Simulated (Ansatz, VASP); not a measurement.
# Zn36HO36 (bond-centred H+ along c in ZnO): VASP beside Ansatz, part 2 of 2

One calculation is typed for both programs; each brings its own data sets. How far apart do they land? The cell is taken from a series of runs on this material, whose earlier steps may have relaxed, scaled, displaced or heated it; both programs get it as it stands.

VASP 6.6.1 and Ansatz 0.2.0.

So far. Step 2 (VASP: single point, HSE06): The run ends at a pressure of -3.49 GPa, with forces up to 5.4 eV/Å.

### Step 3. Ansatz: single point, HSE06

Level of this step: Ansatz beside VASP: Kohn-Sham DFT, plane waves, HSE06 (Ansatz).

Ansatz runs on its default PAW (the set named soft_2) files.

The same cell, functional, mesh and smearing now go to Ansatz.

Contents of input.yaml:

```yaml
crystal:
  lattice:
    - [9.83855992, 0.0, 0.0]
    - [-4.91927996, 8.52044283, 0.0]
    - [0.0, 0.0, 10.58650209]
  atoms:
    - { symbol: Zn, position: [0.111479046, 0.222318118, 0.250124623] }
    - { symbol: Zn, position: [0.2215626, 0.109740485, 0.001042795] }
    - { symbol: O, position: [0.222680803, 0.111976229, 0.19008828] }
    - { symbol: O, position: [0.112045923, 0.223909612, 0.43983474] }
    - { symbol: Zn, position: [0.109131574, 0.218134872, 0.74986997] }
    - { symbol: Zn, position: [0.221945997, 0.110521809, 0.499450296] }
    - { symbol: O, position: [0.222038318, 0.110700843, 0.688255195] }
    - { symbol: O, position: [0.109107493, 0.218448279, 0.938331659] }
    - { symbol: Zn, position: [0.111478485, 0.556142125, 0.250126421] }
    - { symbol: Zn, position: [0.208428691, 0.437704168, -0.009371766] }
    - { symbol: O, position: [0.219040489, 0.443011882, 0.183778156] }
    - { symbol: O, position: [0.112046232, 0.555111412, 0.439836243] }
    - { symbol: Zn, position: [0.109132935, 0.557974402, 0.749868681] }
    - { symbol: Zn, position: [0.207252935, 0.437113211, 0.510846605] }
    - { symbol: O, position: [0.222304222, 0.444640678, 0.697252504] }
    - { symbol: O, position: [0.109105886, 0.557637128, 0.938330821] }
    - { symbol: Zn, position: [0.111252912, 0.889117137, 0.249628466] }
    - { symbol: Zn, position: [0.221564037, 0.778799946, 0.001039952] }
    - { symbol: O, position: [0.222680326, 0.777684974, 0.1900874] }
    - { symbol: O, position: [0.11124539, 0.889111628, 0.438658196] }
    - { symbol: Zn, position: [0.111249043, 0.889113962, 0.750061375] }
    - { symbol: Zn, position: [0.221944786, 0.778400579, 0.499448635] }
    - { symbol: O, position: [0.222036675, 0.778314863, 0.688253033] }
    - { symbol: O, position: [0.111247029, 0.889112383, 0.939259852] }
    - { symbol: Zn, position: [0.444225089, 0.222311612, 0.250118587] }
    - { symbol: Zn, position: [0.556368571, 0.111674033, 0.001625823] }
    - { symbol: O, position: [0.555418026, 0.111200289, 0.190484669] }
    - { symbol: O, position: [0.445232037, 0.223912413, 0.439827497] }
    - { symbol: Zn, position: [0.442383892, 0.218139356, 0.749855538] }
    - { symbol: Zn, position: [0.556128586, 0.111550114, 0.498779898] }
    - { symbol: O, position: [0.556229993, 0.111604136, 0.68780631] }
    - { symbol: O, position: [0.442724241, 0.218443526, 0.938317193] }
    - { symbol: Zn, position: [0.444615718, 0.555806037, 0.169528119] }
    - { symbol: Zn, position: [0.562668186, 0.437695552, -0.0093845] }
    - { symbol: O, position: [0.557378301, 0.442995779, 0.183759654] }
    - { symbol: O, position: [0.44453888, 0.555748522, 0.467762442] }
    - { symbol: Zn, position: [0.444575466, 0.555776058, 0.756017472] }
    - { symbol: Zn, position: [0.563210702, 0.437131417, 0.510812912] }
    - { symbol: O, position: [0.555707752, 0.444645084, 0.697227615] }
    - { symbol: O, position: [0.444591156, 0.555787359, 0.953152253] }
    - { symbol: Zn, position: [0.444224556, 0.888895336, 0.250118133] }
    - { symbol: Zn, position: [0.562672144, 0.791959016, -0.009389782] }
    - { symbol: O, position: [0.557384999, 0.781377724, 0.183750988] }
    - { symbol: O, position: [0.44523061, 0.888291662, 0.439825954] }
    - { symbol: Zn, position: [0.442384454, 0.891218817, 0.749848178] }
    - { symbol: Zn, position: [0.563205191, 0.793041002, 0.510800205] }
    - { symbol: O, position: [0.555706259, 0.77803585, 0.697217444] }
    - { symbol: O, position: [0.442724728, 0.891261847, 0.938309775] }
    - { symbol: Zn, position: [0.777914168, 0.222446116, 0.249967001] }
    - { symbol: Zn, position: [0.888691124, 0.111676663, 0.001633122] }
    - { symbol: O, position: [0.889172802, 0.111205834, 0.190491121] }
    - { symbol: O, position: [0.777904841, 0.222439684, 0.439031626] }
    - { symbol: Zn, position: [0.77791288, 0.222445464, 0.749994213] }
    - { symbol: Zn, position: [0.88878873, 0.111547229, 0.498786332] }
    - { symbol: O, position: [0.888754781, 0.111604875, 0.687810586] }
    - { symbol: O, position: [0.777917078, 0.222448558, 0.939745877] }
    - { symbol: Zn, position: [0.778060535, 0.556144367, 0.250124657] }
    - { symbol: Zn, position: [0.888689625, 0.443992665, 0.001636441] }
    - { symbol: O, position: [0.889170587, 0.444946509, 0.190494273] }
    - { symbol: O, position: [0.776433173, 0.555116097, 0.439832757] }
    - { symbol: Zn, position: [0.782212635, 0.557973053, 0.749850104] }
    - { symbol: Zn, position: [0.888790033, 0.444216313, 0.498789141] }
    - { symbol: O, position: [0.888754017, 0.444127751, 0.687812713] }
    - { symbol: O, position: [0.781919859, 0.557635484, 0.938313455] }
    - { symbol: Zn, position: [0.778062263, 0.888898535, 0.250122308] }
    - { symbol: Zn, position: [0.890613543, 0.778796414, 0.001032362] }
    - { symbol: O, position: [0.888392586, 0.777686011, 0.190084098] }
    - { symbol: O, position: [0.776432842, 0.888290544, 0.43982933] }
    - { symbol: Zn, position: [0.782210903, 0.891216513, 0.749844378] }
    - { symbol: Zn, position: [0.88983487, 0.778405052, 0.499446178] }
    - { symbol: O, position: [0.889661406, 0.778318725, 0.688248971] }
    - { symbol: O, position: [0.781922393, 0.891265323, 0.938307304] }
    - { symbol: H, position: [0.444408982, 0.55564863, 0.357229447] }
total_charge: 1
basis:
  ecutwfc: 420
  xc_grid: 2
hamiltonian:
  xc: hse06
kpoints:
  mp_grid: { grid: [1, 1, 1] }
scf:
  occupations: { method: fermi_dirac, width: 0.01 }
  max_iter: 120
output:
  forces: true
checkpoint:
  read: "../relax.run"
```

The run is started by

```sh
$ ansatz run input.yaml --threads 4 --pin off --max-ram 14131MiB --backend cpu --events-out ev --progress --plain --runs-dir out
```

Numbers of over 12 decimals in the logs are rounded to 6 here.

The program printed:

```text
Warning: checkpoint.read: the run can stay near the saved state's solution: 2 site(s) moved relative to the saved geometry (max |Δs| = 1.881e-2 fractional); the SCF starts from the saved state under `checkpoint.density_extrapolation: transplant`, in force with no word given; its orbitals are not used off its sites. A run without `checkpoint.read` takes nothing of the state. A lower free energy from it at the same positions (and U, V and field ramp, if any) shows a solution that this start missed, and an equal or higher one rules none out (checkpoint.read, Limitations, in the input reference)
exact exchange: scf.exx.singularity resolves to wigner_seitz, which cuts the screened interaction at the faces of the exchange supercell's Wigner-Seitz cell, so that each pair interacts once, at the shortest of its separations (the periodic images that this leaves out come, for a point-like exchange hole, to about 0.010 eV on a filled level). The cut falls within the interaction's reach, and what an exchange supercel [...]
Engine: ansatz 0.2.0, aarch64-unknown-linux-gnu
Pseudopotentials: kind: paw
Pseudopotential: Zn, paw, valence charge 12, recommended cutoff 420 eV (normal), Zn.paw.azcp
Pseudopotential: O, paw, valence charge 6, recommended cutoff 420 eV (normal), O.paw.azcp
Pseudopotential: H, paw, valence charge 1, recommended cutoff 420 eV (normal), H.paw.azcp
Functional definition: HSE06
  parameter a = 0.25
  parameter omega = 0.11/bohr
  exchange = pbe_x - a*pbe_x_sr(omega) + a*exact_x_sr(omega)
  correlation = pbe_c
Crystal: 73 atoms, lattice volume = 887.455 Å³
Basis set: ecut = 420 eV, 17351 PW (Γ), exchange–correlation on 144×144×144 points (8 copies of the dense FFT grid, shifted against one another)
Bands: 397, of which v1, the nominal top of the filled ones, is band 324 counted from 1 (323 counted from 0)
Symmetry: 1 space group operations
Space group: P1 (ITA 1), of the structure as read, at distance tolerance 9.6e-5 Å
k-points: 1
Non-local potential: Zn, projectors of the file, l = 0: 2, l = 1: 2, l = 2: 3, l = 3: 1
Non-local potential: O, projectors of the file, l = 0: 2, l = 1: 2, l = 2: 1
Non-local potential: H, projectors of the file, l = 0: 2, l = 1: 1
PAW form: soft (Blöchl's): semilocal exchange-correlation on the pseudo side does not see the compensation charge
PAW frozen core: Zn, regenerated for the run's functional, and the local potential with it (the file was generated under x = pbe(κ = 0.804, μ = 0.219515), c = pbe(β = 0.066725))
PAW frozen core: O, regenerated for the run's functional, and the local potential with it (the file was generated under x = pbe(κ = 0.804, μ = 0.219515), c = pbe(β = 0.066725))
PAW one-centre angular grid: Zn, 590 points (default); XC on 64 Gauss nodes
PAW one-centre angular grid: O, 110 points (default); XC on 96 Gauss nodes
PAW one-centre angular grid: H, 110 points (default); XC on 64 Gauss nodes
Initial density: read from a saved state, or passed on in memory by an earlier SCF of this step, an earlier step, the calling program or the single point that the run made first, carried with its atoms to this geometry
Initial wavefunctions: pseudopotential atomic-orbital guess
Functional: x = pbe(κ = 0.804, μ = 0.219515), c = pbe(β = 0.066725), warm-up for x = pbe(κ = 0.804, μ = 0.219515) + 0.25 (exact − pbe) at short range (hse, ω = 0.207870 Å⁻¹), c = pbe(β = 0.066725); HSE06 as pw.x's `hse` composes it (authors' and Libxc's form: `xc: wpbeh`)
iter 1 solved again at ethr=5.97e-4 eV; its pass at ethr=1.00e-1 eV (dr2=3.87e0 eV) is discarded
SCF iter   1: F=—  HF=-139948.938930 eV  |F-HF|=—  |Δ(HF+E_count)|=         —  Δρ=3.20e-2  dr2=4.70e0  ethr=5.97e-4  ⟨swp⟩=7.0  Hψ=2638  notcnv=0
preconditioner: auto → none  [insulator: Δε(μ)=0.471 eV  Ē_g=12.091 eV  σ=0.010 eV  W_gap=1.00  n_scr=242 (ndim 8)  ℏωp=31.7 eV  f_vac=0.061  D(μ)=0.00/eV (n_scr^D=0)]
[...]
SCF 4 converged in 2 iterations: F = -139942.278304 eV  dr2 = 2.27e-9
  Residual-converged pass: ⟨swp⟩=2.0  Hψ=720  notcnv=0  max |occ|·‖R‖ = 1.7e-6 eV (tolerance 1.9e-6 eV)  dr2=2.35e-9  dr2_onsite=2.47e-10  max |Δocc| = 0.0e0
hybrid outer 3: dexx = +4.128e-9 eV, tail = 5.06e-9 eV, Δε = 8.62e-5 eV (about 1.73e-5 eV left of the loop's levels), ΔF = 1.95e-4 eV/Å (tail 2.34e-4)
hybrid SCF converged: 3 outer / 15 inner (+7 warm-up), last move |dexx| = 4.13e-9 eV, tail = 5.06e-9 eV
Stability not checked: this state was not tested for a lower state beside it, because the functional holds exact exchange (a hybrid, or Hartree-Fock), whose exchange loop this test does not read (fock_operator; see scf.lower_state_search)
Free energy (F): -139942.278304 eV
Frozen-core exchange: fock
Harris-Foulkes:  -139942.278304 eV  (|F-HF|=1.34e-9)
Internal energy: -139942.278304 eV  (E = F + TS)
E sigma→0 (E₀):  -139942.278304 eV
Fermi energy:    6.714990 eV
--- Per-component energies (eV) ---
  E_band       = -393.808037
  E_kinetic    = 11012.897013
  E_local      = -73743.274077  (includes V_loc(G=0)·N_el)
  E_nonlocal   = 24147.267661
  E_hartree    = 30507.331720
  E_xc         = -6002.103791
  E_vxc        = -4138.179030  (∫ρ·V_xc dr)
  E_exx        = -2206.220428  (= α·E_x^exact, valence–valence)
  E_paw        = -71117.238596  (= ΣΔE_a)
  E_vpaw       = -14274.810270  (= ΣTr[D̂ρ^β])
  E_aug_tail   = 0.073648  (compensation charges beyond the density's cutoff)
  E_ewald      = -52563.115716
  E_core_change = 22.104248  (= ΣΔE_core)
  E_smearing   = -0.000000  (= −TS)
  E_closure    = 0.000013  (closes the sum)
  E_deformation_potential = 13.610662  (in the stress; not in F)
  Σ components = -139942.278304   (vs F -139942.278304, Δ=0.00e0)
--- Forces (eV/Å), atoms counted from 1 ---
  atom   1  Zn     0.00340569    -0.02032177     0.03165658
  atom   2  Zn     0.00014387    -0.00511835    -0.00097713
  atom   3  O     -0.00006763     0.00779197    -0.00769868
  atom   4  O     -0.01214444    -0.02282307    -0.01365464
  atom   5  Zn     0.00026416     0.00177853    -0.01291609
  atom   6  Zn     0.00005968     0.01197325    -0.00625367
  atom   7  O     -0.00005270    -0.00187366     0.00918195
  atom   8  O      0.00061567     0.00674076     0.01088840
  atom   9  Zn    -0.01593132     0.01308333     0.03162616
  atom  10  Zn    -0.01230271    -0.00709484    -0.02770458
  atom  11  O      0.02632965     0.01515093    -0.01726286
  atom  12  O     -0.02582822     0.00092671    -0.01365929
  atom  13  Zn     0.00158086    -0.00065875    -0.01285642
  atom  14  Zn     0.06555887     0.03788158    -0.06815067
  atom  15  O     -0.00335621    -0.00195034     0.03124075
  atom  16  O      0.00612626    -0.00285923     0.01092921
  atom  17  Zn    -0.00011528    -0.00012609     0.01188197
  atom  18  Zn    -0.00436254     0.00272132    -0.00087429
  atom  19  O      0.00673342    -0.00395672    -0.00777028
  atom  20  O     -0.00004386    -0.00003449    -0.00647537
  atom  21  Zn    -0.00014611    -0.00014211    -0.00842077
  atom  22  Zn     0.01038511    -0.00596492    -0.00622342
  atom  23  O     -0.00160901     0.00089414     0.00923243
  atom  24  O      0.00006515     0.00007309     0.00514256
[...]
atom  66  Zn     0.00451793     0.00264071    -0.00064982
  atom  67  O     -0.00680068    -0.00389443    -0.00788493
  atom  68  O      0.01372350     0.02216802    -0.01358852
  atom  69  Zn    -0.00147608    -0.00107526    -0.01274420
  atom  70  Zn    -0.01039992    -0.00603555    -0.00622355
  atom  71  O      0.00153639     0.00091992     0.00932115
  atom  72  O     -0.00531096    -0.00388280     0.01129068
  atom  73  H      0.00332502     0.00361748     5.48541847
  max |Σ_I F_I| component: 5.31e-4 eV/Å
--- Band table (eV) ---
  k-point 0: bands = [... 320 lower, 5.1234, 5.4376, 5.4912, 5.4912, 7.9319]
  guard bands above this table: 72 of the run's 397 bands. The solve was not asked for them (output.publish_guard_bands: true or output.eigenvalues: true publishes all)
```

### Step 4. Side by side

Known differences besides the potentials themselves: exact exchange at q = 0 is treated differently, which shows on coarse meshes; VASP keeps PBE cores, Ansatz makes them for the functional; the cutoff is 420 eV in Ansatz and 520 eV in VASP (PREC = Accurate, projectors in real space); VASP takes a coarser grid for exact exchange (PRECFOCK = Fast). Total energies have different zeros and are not compared.

The two programs side by side:

```tsv
quantity	Ansatz	VASP	difference
gap on the k mesh (eV)	2.441	2.409	+0.032
```

Forces on 8 of the 73 atoms, those with the largest forces and the largest differences (eV/Å; atoms numbered as in POSCAR):

```tsv
atom	Ansatz x, y, z	VASP x, y, z
Zn8	0.066, 0.038, -0.068	0.079, 0.045, -0.068
Zn17	0.000, 0.000, -0.143	0.001, 0.000, -0.126
Zn20	-0.065, 0.038, -0.068	-0.077, 0.044, -0.068
Zn24	0.000, -0.075, -0.068	0.000, -0.090, -0.068
O54	-0.004, -0.004, -5.188	-0.003, -0.004, -5.126
O56	0.000, 0.000, 0.057	0.000, 0.001, 0.036
O57	0.000, -0.031, -0.017	0.000, 0.000, -0.003
H73	0.003, 0.004, 5.485	0.003, 0.004, 5.379
```

The forces differ by 11 meV/Å r.m.s., which is 2.2 % of the r.m.s. force of 0.502 eV/Å (both taken over all components). A gap on the mesh is an upper bound, since the band edges may lie between its points. The cell carries a charge of +1 e against a uniform background, so its pressure also hangs on how the neutralising background is counted, and in a defect's cell a gap may be the spacing between its levels.

### Step 5. Outcome

```
r.m.s. force difference (single point, HSE06) : 2.2 % of the r.m.s. force
```

The r.m.s. force difference is 2.2 % of the r.m.s. force (single point, HSE06), within the 3 % picked in this series as the mark of a large difference. How closely two codes agree says nothing of how well the functional describes the real material.

[Lines on the potential files, build, host, timing and source positions are cut from VASP's logs without a mark.]

[Logs are printed without paths, hosts, clocks, repeated set-up lines and the standing remarks that a program may print on its own settings, such as how far it seeks lower states.]

[Hosts, paths, dates, database ids (printed as entryN), source tags and the programs' standing remarks are cut or masked in the printed files.]
